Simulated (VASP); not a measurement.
# TaN (P6_3/mmc) in VASP: settings compared, part 2 of 2

VASP 6.6.1.

## Step 3: Band structure, PBE

INCAR reads:

```
PREC = Accurate
ENCUT = 520
EDIFF = 1E-7
ISMEAR = -1
SIGMA = 0.05
LREAL = False
LASPH = True
NELM = 100
ALGO = Normal
ISIF = 2
LWAVE = False
LCHARG = False
LMAXMIX = 4
GGA = PE
```

KPOINTS reads:

```
regular mesh
0
Gamma
  10 10 5
```

POSCAR reads:

```
TaN
1.0
    2.9217699809      0.0000000000      0.0000000000
   -1.4608849905      2.5303270275      0.0000000000
    0.0000000000      0.0000000000      5.9165150000
Ta N
2 2
Direct
    0.0000000000      0.0000000000      0.5000000000
    0.0000000000      0.0000000000      0.0000000000
    0.3333333333      0.6666666667      0.2500000000
    0.6666666667      0.3333333333      0.7500000000
```

KPOINTS_OPT reads:

```
path GMKGALHA,LM,KH
10
line-mode
reciprocal
 0.0000000000  0.0000000000  0.0000000000  G
 0.5000000000  0.0000000000  0.0000000000  M

 0.5000000000  0.0000000000  0.0000000000  M
 0.3333333333  0.3333333333  0.0000000000  K

 0.3333333333  0.3333333333  0.0000000000  K
 0.0000000000  0.0000000000  0.0000000000  G

 0.0000000000  0.0000000000  0.0000000000  G
 0.0000000000  0.0000000000  0.5000000000  A

 0.0000000000  0.0000000000  0.5000000000  A
 0.5000000000  0.0000000000  0.5000000000  L

 0.5000000000  0.0000000000  0.5000000000  L
 0.3333333333  0.3333333333  0.5000000000  H

 0.3333333333  0.3333333333  0.5000000000  H
 0.0000000000  0.0000000000  0.5000000000  A

 0.5000000000  0.0000000000  0.5000000000  L
 0.5000000000  0.0000000000  0.0000000000  M

 0.3333333333  0.3333333333  0.0000000000  K
 0.3333333333  0.3333333333  0.5000000000  H
```

Potentials or basis: VASP PAW PBE potentials, release 64 (Ta_pv, N).

Launch:

```console
$ cat potpaw_PBE.64/Ta_pv/POTCAR potpaw_PBE.64/N/POTCAR > POTCAR
$ mpirun -np 1 vasp_std > vasp.out
```

OUTCAR:

```text
PREC = Accurate
   ENCUT = 520
   EDIFF = 1E-7
   ISMEAR = -1
   LREAL = False
   LASPH = True
   NELM = 100
   ISIF = 2
   GGA = PE

 ion  position               nearest neighbor table
   1  0.000  0.000  0.500-   3 2.24   4 2.24   4 2.24   3 2.24   4 2.24   3 2.24   2 2.96   2 2.96

   2  0.000  0.000  0.000-   3 2.24   4 2.24   4 2.24   3 2.24   4 2.24   3 2.24   1 2.96   1 2.96

   3  0.333  0.667  0.250-   1 2.24   2 2.24   1 2.24   2 2.24   1 2.24   2 2.24
   4  0.667  0.333  0.750-   1 2.24   2 2.24   1 2.24   2 2.24   1 2.24   2 2.24

  LATTYP: Found a hexagonal cell.
 ALAT       =     2.9217699809
 C/A-ratio  =     2.0249763119

  Lattice vectors:

 A1 = (   2.9217699809,   0.0000000000,   0.0000000000)
 A2 = (  -1.4608849905,   2.5303270275,   0.0000000000)
 A3 = (   0.0000000000,   0.0000000000,   5.9165150000)

Analysis of symmetry for initial positions (statically):
=====================================================================
 Subroutine PRICEL returns:
 Original cell was already a primitive cell.

 Routine SETGRP: Setting up the symmetry group for a
 hexagonal supercell.

 Subroutine GETGRP returns: Found 24 space group operations
 (whereof 12 operations were pure point group operations)
 out of a pool of 24 trial point group operations.

The static configuration has the point symmetry D_3d.
 The point group associated with its full space group is D_6h.

Analysis of symmetry for dynamics (positions and initial velocities):
=====================================================================
 Subroutine PRICEL returns:
 Original cell was already a primitive cell.

 Routine SETGRP: Setting up the symmetry group for a
 hexagonal supercell.

 Subroutine GETGRP returns: Found 24 space group operations
 (whereof 12 operations were pure point group operations)
 out of a pool of 24 trial point group operations.

The dynamic configuration has the point symmetry D_3d.
 The point group associated with its full space group is D_6h.

 Subroutine INISYM returns: Found 24 space group operations
 (whereof 12 operations are pure point group operations),
 and found     1 'primitive' translations

----------------------------------------------------------------------------------------

                                     Primitive cell

  volume of cell :      43.7410

  direct lattice vectors                    reciprocal lattice vectors
     2.921769981  0.000000000  0.000000000     0.342258291  0.197602916  0.000000000
    -1.460884991  2.530327027  0.000000000     0.000000000  0.395205833  0.000000000
     0.000000000  0.000000000  5.916515000     0.000000000  0.000000000  0.169018417

  length of vectors
     2.921769981  2.921769981  5.916515000     0.395205833  0.395205833  0.169018417

  position of ions in fractional coordinates (direct lattice)
     0.000000000  0.000000000  0.500000000
     0.000000000  0.000000000  0.000000000
     0.333333333  0.666666667  0.250000000
     0.666666667  0.333333333  0.750000000

  ion indices of the primitive-cell ions
   primitive index   ion index
                 1           1
                 2           2
                 3           3
                 4           4

----------------------------------------------------------------------------------------

 KPOINTS: regular mesh

Automatic generation of k-mesh.
 Grid dimensions read from file:
 generate k-points for:   10   10    5

 Generating k-lattice:

  Cartesian coordinates                     Fractional coordinates (reciprocal lattice)
     0.034225829  0.019760292  0.000000000     0.100000000  0.000000000  0.000000000
     0.000000000  0.039520583  0.000000000     0.000000000  0.100000000  0.000000000
     0.000000000  0.000000000  0.033803683     0.000000000  0.000000000  0.200000000

  Length of vectors
     0.039520583  0.039520583  0.033803683

  Shift w.r.t. Gamma in fractional coordinates (k-lattice)
     0.000000000  0.000000000  0.000000000

 Subroutine IBZKPT returns following result:
 ===========================================

 Found     42 irreducible k-points:

 Following reciprocal coordinates:
            Coordinates               Weight
  0.000000  0.000000  0.000000      1.000000
  0.100000  0.000000  0.000000      6.000000
  0.200000  0.000000  0.000000      6.000000
  0.300000  0.000000  0.000000      6.000000
  0.400000  0.000000  0.000000      6.000000
  0.500000  0.000000  0.000000      3.000000
[... 16 lines left out ...]
  0.300000  0.100000  0.200000     24.000000
  0.400000  0.100000  0.200000     24.000000
 [... further k-points ...]
   k-points           NKPTS =     42   k-points in BZ     NKDIM =     42   number of bands    NBANDS=     20
   number of dos      NEDOS =    301   number of ions     NIONS =      4
   total plane-waves  NPLWV =  27648
   dimension x,y,z NGX =    24 NGY =   24 NGZ =   48
   dimension x,y,z NGXF=    48 NGYF=   48 NGZF=   96
   ions per type =               2   2
   NGX,Y,Z   is equivalent  to a cutoff of  13.66, 13.66, 13.49 a.u.
   NGXF,Y,Z  is equivalent  to a cutoff of  27.31, 27.31, 26.97 a.u.
 SYSTEM =  unknown system
   PREC   = accura    normal or accurate (medium, high low for compatibility)
   ISTART =      0    job   : 0-new  1-cont  2-samecut
   ICHARG =      2    charge: 1-file 2-atom 10-const
   ISPIN  =      1    spin polarized calculation?
   LNONCOLLINEAR =      F non collinear calculations
   LSORBIT =      F    spin-orbit coupling
   LASPH  =      T    aspherical Exc in radial PAW
   ENCUT  =  520.0 eV  38.22 Ry    6.18 a.u.   5.43  5.43 11.00*2*pi/ulx,y,z
   NELM   =    100;   NELMIN=  2; NELMDL= -5     # of ELM steps
   EDIFF  = 0.1E-06   stopping-criterion for ELM
   LREAL  =      F    real-space projection
   EDIFFG = 0.1E-05   stopping-criterion for IOM
   NSW    =      0    number of steps for IOM
   IBRION =     -1    ionic relax: 0-MD 1-quasi-New 2-CG
   NFREE  =      0    steps in history (QN), initial steepest desc. (CG)
   ISIF   =      2    stress and relaxation
   ISYM   =      2    0-nonsym 1-usesym 2-fastsym
   POTIM  = 0.5000    time-step for ionic-motion
   TEBEG  =    0.0;   TEEND  =   0.0 temperature during run
   PSTRESS=    0.0 pullay stress
   NELECT =      32.0000    total number of electrons
   NUPDOWN=      -1.0000    fix difference up-down
   EMIN   =  10.00;   EMAX   =-10.00  energy-range for DOS
   EFERMI =   0.00;   METHOD = LEGACY
   ISMEAR =    -1;   SIGMA  =   0.05  broadening in eV -4-tet -1-fermi 0-gaus
   EFERMI_NEDOS =   21; number of points for ismear=-14 and -15
   IALGO  =     38    algorithm
   IMIX   =      4    mixing-type and parameters
     AMIX     =   0.40;   BMIX     =  1.00
     AMIX_MAG =   1.60;   BMIX_MAG =  1.00
  volume/ion in A,a.u.               =      10.94        73.79
  Fermi-wavevector in a.u.,A,eV,Ry     =   1.475124  2.787581 29.606163  2.175992
  Thomas-Fermi vector in A             =   2.589812
   LORBIT       =      0    0 simple, 1 ext, 2 COOP (PROOUT), +10 PAW based schemes
   GGA     = PE    functional components
   LHFCALC =     F    Hartree Fock is set to
   AEXX    =    0.0000 exact exchange contribution
   IVDW    =     0    specifies the selected vdW correction
   LEPSILON=     F    determine dielectric tensor
   LRPA    =     F    only Hartree local field effects (RPA)
 non-spin polarized calculation
  energy-cutoff  :      520.00
  volume of cell :       43.74
 maximum number of plane-waves:      1223
 NGX is ok and might be reduce to    24

 number of electron      32.0000005 magnetization

 Free energy of the ion-electron system (eV)
  ---------------------------------------------------
  ext. energy  EPLUGINS =         0.00000000
  ---------------------------------------------------
  free energy    TOTEN  =       -44.02864766 eV

  energy without entropy =      -44.01854363  energy(sigma->0) =      -44.02359564

 E-fermi :   8.1171     XC(G=0): -13.2676

 val. band max:        8.0829236202   @ k =   0.1000   0.1000   0.4000
 cond. band min:       8.1267041925   @ k =   0.1000   0.0000   0.2000
 fundamental gap:      0.0437805723
 Fermi energy:         8.1170988567

 k-point     1 :       0.0000    0.0000    0.0000
  band No.  band energies     occupation
      1     -27.4980      2.00000
      2     -26.7552      2.00000
      3     -26.5036      2.00000
      4     -26.5036      2.00000
      5     -26.4431      2.00000
      6     -26.4431      2.00000
[... 12 lines left out ...]
     19       8.6710      0.00003
[... 513 lines left out ...]
      4     -26.7987      2.00000
      5     -26.7343      2.00000
      6     -26.6647      2.00000
[... 12 lines left out ...]
     19      12.0019      0.00000
     20      12.8450      0.00000

 [... further k-points ...]
[... 5 lines left out ...]
  --------------------------------------------------------------------------------------
  -------------------------------------------------------------------------------------
  Total       -0.1185324     -0.1185324     -0.0611305      0.0000000      0.0000000      0.0000000
  in kB       -4.3416920     -4.3416920     -2.2391331      0.0000000      0.0000000      0.0000000
  external PRESSURE =      -3.6408391 kB  Pullay stress =       0.0000000 kB

 VOLUME and BASIS-vectors are now :
 -----------------------------------------------------------------------------
  energy-cutoff  :      520.00
  volume of cell :       43.74
      direct lattice vectors                 reciprocal lattice vectors
     2.921769981  0.000000000  0.000000000     0.342258291  0.197602916  0.000000000
    -1.460884991  2.530327027  0.000000000     0.000000000  0.395205833  0.000000000
     0.000000000  0.000000000  5.916515000     0.000000000  0.000000000  0.169018417

 POSITION                                       TOTAL-FORCE (eV/Angst)
 -----------------------------------------------------------------------------------
      0.00000      0.00000      2.95826         0.000000      0.000000     -0.000000
      0.00000      0.00000      0.00000         0.000000      0.000000     -0.000000
     -0.00000      1.68688      1.47913         0.000000      0.000000      0.000000
      1.46088      0.84344      4.43739        -0.000000      0.000000     -0.000000
 -----------------------------------------------------------------------------------
    total drift:                               -0.000000      0.000000      0.000000

  FREE ENERGIE OF THE ION-ELECTRON SYSTEM (eV)
  ---------------------------------------------------
  free  energy   TOTEN  =       -44.0286476551 eV

  energy  without entropy=      -44.0185436329  energy(sigma->0) =      -44.02359564
```

It took 30 s on 1 thread of Intel Xeon 6975P-C (Granite Rapids), shared host; peak memory 0.22 GiB.

What came out:

- Free energy: -44.0286 eV
- Pressure: -0.4 GPa
- Band gap along the path: none (metal or under the smearing width)

Levels at the corners of the path, in eV from the Fermi level:
```tsv
point	band 13	band 14	band 15	band 16	band 17	band 18	band 19	band 20
Γ	-3.49	-1.99	-1.99	-0.23	-0.23	0.55	0.55	2.33
M	-4.15	-3.69	-2.80	-2.11	2.83	3.93	4.79	5.12
M	-4.15	-3.69	-2.80	-2.11	2.83	3.93	4.79	5.14
K	-5.91	-3.85	0.21	0.21	0.95	0.95	2.00	4.91
K	-5.91	-3.85	0.21	0.21	0.95	0.95	2.00	4.91
Γ	-3.49	-1.99	-1.99	-0.23	-0.23	0.55	0.55	2.33
Γ	-3.49	-1.99	-1.99	-0.23	-0.23	0.55	0.55	2.33
A	-3.85	-3.85	-0.66	-0.66	0.98	0.98	0.98	0.98
A	-3.85	-3.85	-0.66	-0.66	0.98	0.98	0.98	0.98
L	-4.33	-4.33	-2.20	-2.20	3.87	3.87	4.73	4.73
L	-4.33	-4.33	-2.20	-2.20	3.87	3.87	4.73	4.73
H	-5.68	-5.68	-0.43	-0.43	2.69	2.69	3.11	3.11
H	-5.68	-5.68	-0.43	-0.43	2.69	2.69	3.11	3.11
A	-3.85	-3.85	-0.66	-0.66	0.98	0.98	0.98	0.98
L	-4.33	-4.33	-2.20	-2.20	3.87	3.87	4.73	4.73
M	-4.15	-3.69	-2.80	-2.11	2.83	3.93	4.79	5.13
K	-5.91	-3.85	0.21	0.21	0.95	0.95	2.00	4.91
H	-5.68	-5.68	-0.43	-0.43	2.69	2.69	3.11	3.11
```

Caveat: spin-orbit coupling is left out, which moves the levels of the heavy elements.

## Step 4: Band structure, PBE, spin-orbit coupling, no magnetisation

INCAR reads:

```
SYSTEM = TaN
  ALGO = Normal
  EDIFF = 1E-6
  ENCUT = 520
  GGA = PE
  GGA_COMPAT = .FALSE.
  ISIF = 2
  ISMEAR = -1
  LASPH = .TRUE.
  LCHARG = .FALSE.
  LMAXMIX = 4
  LORBIT = 11
  LREAL = .FALSE.
  LSORBIT = .TRUE.
  LWAVE = .FALSE.
  MAGMOM = 0 0 0 0 0 0 0 0 0 0 0 0
  NELM = 60
  PREC = Accurate
  SIGMA = 0.05
```

KPOINTS reads:

```
k-points
0
G
  7 7 4
  0 0 0
```

POSCAR is that of step 3.

KPOINTS_OPT is that of step 3.

Launch:

```console
$ cat potpaw_PBE.64/Ta_pv/POTCAR potpaw_PBE.64/N/POTCAR > POTCAR
$ mpirun -np 1 vasp_ncl > vasp.out
```

It took 2.4 min on 1 thread of Intel Xeon 6975P-C (Granite Rapids), shared host; peak memory 0.34 GiB.

It converged, with:

```yaml
Free_energy: -45.3846 eV
Pressure: 0.1 GPa
Valence_electrons_inside_the_program's_atomic_spheres: Ta 8.98; N 3.71
```

Stress tensor (GPa, compression positive):
```
-0.61  0.00  0.00
 0.00 -0.61  0.00
 0.00  0.00  1.40
```

## Step 5: The reference run

An earlier run on the cell as given: functional PBE; potentials or basis VASP PAW PBE potentials, release 64 (Ta_pv, N); cutoff 520 eV; k mesh 10 × 10 × 5; occupations fermi-dirac, width 0.05 eV; no spin polarisation.

* Pressure: -0.4 GPa
* Band gap on the k mesh: none (metal or under the smearing width)

## Step 6: Summary

| task | level | spin | k mesh | smearing | monkhorst-Pack mesh | other keys | pressure (GPa) |
| --- | --- | --- | --- | --- | --- | --- | --- |
| band structure | r2SCAN | off | 7 × 7 × 4 | tetrahedron | yes | ISMEAR = -5; SIGMA = 0.01; shifted = yes | -4.2 |
| band structure | PBE | off | 10 × 10 × 5 | fermi-dirac 0.05 eV | - | - | -0.4 |
| band structure | PBE | SOC, no magnetisation | 7 × 7 × 4 | fermi-dirac 0.05 eV | - | - | 0.1 |
| single point | PBE | off | 10 × 10 × 5 | fermi-dirac 0.05 eV | - | - | -0.4 |

Alike in all rows: potentials or basis VASP PAW PBE potentials, release 64 (Ta_pv, N); cell as given; cutoff (eV) 520.

Caveats: spin-orbit coupling is left out, which moves the levels of the heavy elements (some runs); the PAW data sets were made with another functional, which shifts forces and pressure a little (some runs).

Absolute energies hang on the potentials; compare differences alone.
